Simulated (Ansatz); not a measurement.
# Moving the functional in CoPdO2

```
CELL_PARAMETERS angstrom
1.43169 0.82659 5.95777
-1.43169 0.82659 5.95777
0.00000 -1.65317 5.95777
ATOMIC_POSITIONS crystal
Pd 0.00000 0.00000 0.00000
Co 0.50000 0.50000 0.50000
O 0.11248 0.11248 0.11248
O 0.88752 0.88752 0.88752
```

The cell is a database's computed one, not the measured one.

Kept alike: task equation of state; k mesh 11 × 11 × 11; occupations fermi-dirac, width 0.05 eV; collinear spin, ferromagnetic start. Program: Ansatz, Ansatz PAW. Cutoffs run from 420 to 500 eV. The mesh is that of the run's cell of 4 atoms. No spin-orbit coupling.

| run | volume (Å³/atom) | bulk modulus (GPa) |
| --- | --- | --- |
| A | 10.230 | 240.3 |
| B | 10.525 | 212.8 |
| C | 10.073 | 245.4 |

Volume and modulus come from cells scaled at fixed shape and fractions; off cubic symmetry such a modulus can lie above the relaxed one. The moments vanished: the runs ended non-magnetic. All rows use potentials made for PBE.

Problem. The runs differ in the functional (and the cutoff that goes with it) alone: PBE; PBEsol; r2SCAN. Which run is which?

Solution. Run A is r2SCAN; run B is PBE; run C is PBEsol. The volume runs from 10.073 (PBEsol) to 10.525 Å³/atom (PBE). From PBE: PBEsol -0.452; r2SCAN -0.295. The bulk modulus runs from 212.8 (PBE) to 245.4 GPa (PBEsol). From PBE: PBEsol +32.6; r2SCAN +27.5.
